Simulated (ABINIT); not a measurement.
# C (Fd-3m) in ABINIT: settings compared

The runs below take C through relaxation of cell and atoms, single point, with LDA, PBEsol.

All numbers are computed with ABINIT 10.8.3 (patched build); they aren't measurements. Logs are shortened: lines on timing, memory, paths and dates and some standing lists are left out, and cuts for length are marked. The log counts tension as positive stress, the text compression.

### 1 The structure

It takes space group Fd-3m (No. 227, cubic). The conventional cell has a = 3.567 Å, b = 3.567 Å, c = 3.567 Å, α = 90.00°, β = 90.00°, γ = 90.00°. C (site symmetry -43m) has 4 C at 1.54 Å as nearest neighbours.

This isn't the form of C at room conditions, which is graphite.

### 2 Relaxation of cell and atoms, LDA

File run.abi:

```
# Pseudopotentials
pp_dirpath "./"
pseudos "C.upf"

# Structure
acell 3*1.0 Angstrom
rprim
     0.0000000000     1.7833700000     1.7833700000
     1.7833700000     0.0000000000     1.7833700000
     1.7833700000     1.7833700000     0.0000000000
ntypat 1
znucl 6
natom 2
typat 1 1
chkprim 0
chksymtnons 0
tolsym 1.0e-6
xred
            3/4            3/4            3/4
            1/2            1/2            1/2

# Plane-wave basis
ecut 41.0
ecutsm 0.5

# k points
kptopt 1
ngkpt 10 10 10
nshiftk 1
shiftk 0.0 0.0 0.0

# Exchange and correlation
ixc 7

# Bands and occupations
nband 8
occopt 3
tsmear 0.00183747

# SCF cycle
nstep 80
tolvrs 1.0e-12

# Output
iomode 3
prteig 0
prtebands 0
prtwf 0
prtden 0

# Relaxation
ionmov 2
optcell 2
ntime 50
tolmxf 2.0e-5
dilatmx 1.08
```

Potentials or basis: PseudoDojo NC SR LDA v0.4.1 standard.

The run is started by

```
> abinit run.abi > log 2>&1
```

run.abo:

```text
.Version 10.8.3 of ABINIT
 Symmetries : space group Fd -3 m (#227); Bravais cF (face-center cubic)
================================================================================
 Values of the parameters that define the memory need of the present run
     intxc =       0    ionmov =       2      iscf =       7    lmnmax =       4
     lnmax =       4     mgfft =      30  mpssoang =       2    mqgrid =    3001
     natom =       2  nloc_mem =       1    nspden =       1   nspinor =       1
    nsppol =       1      nsym =      48    n1xccc =    2501    ntypat =       1
    occopt =       3   xclevel =       1
       mpw =        1236          nfft =       27000          nkpt =          47
================================================================================
================================================================================

--------------------------------------------------------------------------------
------------- Echo of variables that govern the present computation ------------
--------------------------------------------------------------------------------
 -outvars: echo values of preprocessed input variables --------
            acell      1.8897261259E+00  1.8897261259E+00  1.8897261259E+00 Bohr
              amu      1.20110000E+01
          chkprim           0
      chksymtnons           0
          dilatmx      1.08000000E+00
             ecut      4.10000000E+01 Hartree
           ecutsm      5.00000000E-01 Hartree
           ionmov           2
              ixc           7
         kptrlatt       10    0    0      0   10    0      0    0   10
          kptrlen      4.76601409E+01
            natom           2
            nband           8
            ngfft          30      30      30
             nkpt          47
            nstep          80
             nsym          48
            ntime          50
           ntypat           1
           occopt           3
          optcell           2
           prtden           0
        prtebands           0
           prteig           0
            prtwf           0
            rprim      0.0000000000E+00  1.7833700000E+00  1.7833700000E+00
                       1.7833700000E+00  0.0000000000E+00  1.7833700000E+00
                       1.7833700000E+00  1.7833700000E+00  0.0000000000E+00
          spgroup         227
           tolmxf      2.00000000E-05
           tolsym      1.00000000E-06
           tolvrs      1.00000000E-12
           tsmear      1.83747000E-03 Hartree
            typat      1  1
           xangst      2.6750550000E+00  2.6750550000E+00  2.6750550000E+00
                       1.7833700000E+00  1.7833700000E+00  1.7833700000E+00
            xcart      5.0551213217E+00  5.0551213217E+00  5.0551213217E+00
                       3.3700808812E+00  3.3700808812E+00  3.3700808812E+00
             xred      7.5000000000E-01  7.5000000000E-01  7.5000000000E-01
                       5.0000000000E-01  5.0000000000E-01  5.0000000000E-01
            znucl        6.00000

================================================================================

 chkinp: Checking input parameters for consistency.

================================================================================
== DATASET  1 ==================================================================

--- !DatasetInfo
iteration_state: {dtset: 1, }
dimensions: {natom: 2, nkpt: 47, mband: 8, nsppol: 1, nspinor: 1, nspden: 1, mpw: 1236, }
cutoff_energies: {ecut:  41.0, pawecutdg:  -1.0, }
electrons: {nelect:   8.00000000E+00, charge:   0.00000000E+00, occopt:   3.00000000E+00, tsmear:   1.83747000E-03, }
meta: {optdriver: 0, ionmov: 2, optcell: 2, iscf: 7, paral_kgb: 0, }
...

 Exchange-correlation functional for the present dataset will be:
  LDA: Perdew-Wang 92 LSD fit to Ceperley-Alder data - ixc=7
  J.P.Perdew and Y.Wang, PRB 45, 13244 (1992)

 Real(R)+Recip(G) space primitive vectors, cartesian coordinates (Bohr,Bohr^-1):
 R(1)=  0.0000000  3.3700809  3.3700809  G(1)= -0.1483644  0.1483644  0.1483644
 R(2)=  3.3700809  0.0000000  3.3700809  G(2)=  0.1483644 -0.1483644  0.1483644
 R(3)=  3.3700809  3.3700809  0.0000000  G(3)=  0.1483644  0.1483644 -0.1483644
 Unit cell volume ucvol=  7.6551017E+01 bohr^3
 Angles (23,13,12)=  6.00000000E+01  6.00000000E+01  6.00000000E+01 degrees

 getcut: wavevector=  0.0000  0.0000  0.0000  ngfft=  30  30  30
         ecut(hartree)=     47.822   => boxcut(ratio)=   2.02426

--- Pseudopotential description ------------------------------------------------
- pspini: atom type   1  psp file is ./C.upf
   6.00000   4.00000  180309                  znucl, zion, pspdat
12 -1012 1 -1 1234                            pspcod,pspxc,lmax,lloc,mmax
     nproj     2     2

   6.96164805E+01                                ecore*ucvol(ha*bohr**3)
--------------------------------------------------------------------------------

================================================================================

=== [ionmov= 2] Broyden-Fletcher-Goldfarb-Shanno method (forces)
================================================================================

--- Iteration: ( 1/50) Internal Cycle: (1/1)
--------------------------------------------------------------------------------

---SELF-CONSISTENT-FIELD CONVERGENCE--------------------------------------------

--- !BeginCycle
iteration_state: {dtset: 1, itime: 1, icycle: 1, }
solver: {iscf: 7, nstep: 80, nline: 4, wfoptalg: 0, }
tolerances: {tolvrs: 1.00E-12, }
...

     iter   Etot(hartree)      deltaE(h)  residm     vres2
 ETOT  1  -12.045287603937    -1.205E+01 2.535E-01 7.344E+01
 ETOT  2  -12.064028109980    -1.874E-02 1.228E-03 2.363E-01
 ETOT  3  -12.064054086385    -2.598E-05 6.060E-05 6.731E-03
 ETOT  4  -12.064054522021    -4.356E-07 4.341E-06 8.002E-06
 ETOT  5  -12.064054522412    -3.907E-10 5.803E-07 3.508E-09
 ETOT  6  -12.064054522412    -2.220E-13 4.096E-08 7.866E-12
 ETOT  7  -12.064054522412     4.974E-14 6.355E-09 1.997E-14
[... 333 lines left out ...]
 Gradient of E wrt nuclear positions in reduced coordinates (gred)
  0.00000000000000E+00  0.00000000000000E+00  0.00000000000000E+00
  0.00000000000000E+00  0.00000000000000E+00  0.00000000000000E+00
 Scale of Primitive Cell (acell) [bohr]
  4.72715865076171E+00  4.72715865076171E+00  4.72715865076171E+00
 Real space primitive translations (rprimd) [bohr]
  0.00000000000000E+00  3.34260593769825E+00  3.34260593769825E+00
  3.34260593769825E+00  0.00000000000000E+00  3.34260593769825E+00
  3.34260593769825E+00  3.34260593769825E+00  0.00000000000000E+00
 Unitary Cell Volume (ucvol) [Bohr^3]=  7.46939689167753E+01
 Angles (23,13,12)= [degrees]
  6.00000000000000E+01  6.00000000000000E+01  6.00000000000000E+01
 Lengths [Bohr]
  4.72715865076171E+00  4.72715865076171E+00  4.72715865076171E+00
 Stress tensor in cartesian coordinates (strten) [Ha/bohr^3]
  5.80314935272330E-08  0.00000000000000E+00  0.00000000000000E+00
  0.00000000000000E+00  5.80314935289677E-08  0.00000000000000E+00
  0.00000000000000E+00  0.00000000000000E+00  5.80314935254983E-08
 Total energy (etotal) [Ha]= -1.20644047843777E+01

 Difference of energy with previous step (new-old):
           Absolute (Ha)=-3.46609E-08
           Relative     =-2.87299E-09

 At Broyd/MD step   4, gradients are converged :
  max grad (force/stress) = 5.8031E-06 < tolmxf= 2.0000E-05 ha/bohr (free atoms)

================================================================================

 ----iterations are completed or convergence reached----

 Mean square residual over all n,k,spin=   25.336E-17; max=  29.758E-15
 reduced coordinates (array xred) for    2 atoms
       0.750000000000      0.750000000000      0.750000000000
       0.500000000000      0.500000000000      0.500000000000
 rms dE/dt=  0.0000E+00; max dE/dt=  0.0000E+00; dE/dt below (all hartree)
    1       0.000000000000      0.000000000000      0.000000000000
    2       0.000000000000      0.000000000000      0.000000000000

 cartesian coordinates (angstrom) at end:
    1      2.65324632908846     2.65324632908846     2.65324632908846
    2      1.76883088605897     1.76883088605897     1.76883088605897

 cartesian forces (hartree/bohr) at end:
    1     -0.00000000000000    -0.00000000000000    -0.00000000000000
    2     -0.00000000000000    -0.00000000000000    -0.00000000000000
 frms,max,avg= 0.0000000E+00 0.0000000E+00   0.000E+00  0.000E+00  0.000E+00 h/b

 cartesian forces (eV/Angstrom) at end:
    1     -0.00000000000000    -0.00000000000000    -0.00000000000000
    2     -0.00000000000000    -0.00000000000000    -0.00000000000000
 frms,max,avg= 0.0000000E+00 0.0000000E+00   0.000E+00  0.000E+00  0.000E+00 e/A
 length scales=  4.727158650762  4.727158650762  4.727158650762 bohr
              =  2.501504628609  2.501504628609  2.501504628609 angstroms
 Fermi (or HOMO) energy (hartree) =   0.48748   Average Vxc (hartree)=  -0.50868
 Eigenvalues (hartree) for nkpt=  47  k points:
 kpt#   1, nband=  8, wtk=  0.00100, kpt=  0.0000  0.0000  0.0000 (reduced coord)
  -0.41430    0.38242    0.38242    0.38242    0.58930    0.58930    0.58930    0.89987
      occupation numbers for kpt#   1
   2.00000    2.00000    2.00000    2.00000    0.00000    0.00000    0.00000    0.00000
 prteigrs : prtvol=0 or 1, do not print more k-points.

--- !EnergyTerms
iteration_state     : {dtset: 1, itime: 4, icycle: 1, }
comment             : Components of total free energy in Hartree
kinetic             :  8.60611276647192E+00
hartree             :  9.44647287821307E-01
xc                  : -4.35417759925755E+00
Ewald energy        : -1.28924513258089E+01
psp_core            :  9.32022779716535E-01
local_psp           : -4.63143738392940E+00
non_local_psp       : -6.69121309391587E-01
internal            : -1.20644047843777E+01
'-kT*entropy'       : -8.00227579118047E-17
total_energy        : -1.20644047843777E+01
total_energy_eV     : -3.28289178415563E+02
band_energy         :  3.91226482620756E-01
...

 Cartesian components of stress tensor (hartree/bohr^3)
  sigma(1 1)=  5.80314935E-08  sigma(3 2)=  0.00000000E+00
  sigma(2 2)=  5.80314935E-08  sigma(3 1)=  0.00000000E+00
  sigma(3 3)=  5.80314935E-08  sigma(2 1)=  0.00000000E+00

-Cartesian components of stress tensor (GPa)         [Pressure= -1.7073E-03 GPa]
- sigma(1 1)=  1.70734549E-03  sigma(3 2)=  0.00000000E+00
- sigma(2 2)=  1.70734549E-03  sigma(3 1)=  0.00000000E+00
- sigma(3 3)=  1.70734549E-03  sigma(2 1)=  0.00000000E+00

== END DATASET(S) ==============================================================
================================================================================

 -outvars: echo values of variables after computation  --------
            acell      4.7271586508E+00  4.7271586508E+00  4.7271586508E+00 Bohr
           etotal     -1.2064404784E+01
            fcart     -0.0000000000E+00 -0.0000000000E+00 -0.0000000000E+00
                      -0.0000000000E+00 -0.0000000000E+00 -0.0000000000E+00
            rprim      0.0000000000E+00  7.0710678119E-01  7.0710678119E-01
                       7.0710678119E-01  0.0000000000E+00  7.0710678119E-01
                       7.0710678119E-01  7.0710678119E-01  0.0000000000E+00
           strten      5.8031493527E-08  5.8031493529E-08  5.8031493525E-08
                       0.0000000000E+00  0.0000000000E+00  0.0000000000E+00
           xangst      2.6532463291E+00  2.6532463291E+00  2.6532463291E+00
                       1.7688308861E+00  1.7688308861E+00  1.7688308861E+00
             xred      7.5000000000E-01  7.5000000000E-01  7.5000000000E-01
                       5.0000000000E-01  5.0000000000E-01  5.0000000000E-01
 Calculation completed.
```

It took 35 s on 1 thread of Intel Xeon at 2.70GHz, shared host; peak memory 0.07 GiB.

What came out:

| Quantity | Value |
| --- | --- |
| Free energy | -328.2892 eV |
| Relaxed volume | 5.53 Å³/atom |
| Relaxed cell | a = 2.502 Å, b = 2.502 Å, c = 2.502 Å, α = 60.00°, β = 60.00°, γ = 60.00° |
| Space group after relaxing (to 0.05 Å) | Fd-3m (No. 227) |
| Energy gained by relaxing | 4.8 meV/atom |
| Ionic steps | 4 |
| Pressure after relaxing | 0.0 GPa |
| Band gap on the k mesh | 4.24 eV, indirect (least direct gap 5.63 eV) |

Step by step:
| step | energy change (eV) | largest force (eV/Å) | pressure (GPa) | volume (Å³) |
| --- | --- | --- | --- | --- |
| 1 | 0.0000 | 0.0000 | -10.91 | 11.34 |
| 2 | -0.0082 | 0.0000 | 4.27 | 10.97 |
| 3 | -0.0095 | 0.0000 | -0.11 | 11.07 |
| 4 | -0.0095 | 0.0000 | 0.00 | 11.07 |

Final structure:
```
CELL_PARAMETERS angstrom
0.00000 1.76883 1.76883
1.76883 0.00000 1.76883
1.76883 1.76883 0.00000
ATOMIC_POSITIONS crystal
C 0.75000 0.75000 0.75000
C 0.50000 0.50000 0.50000
```

[end of part 1 of 2]
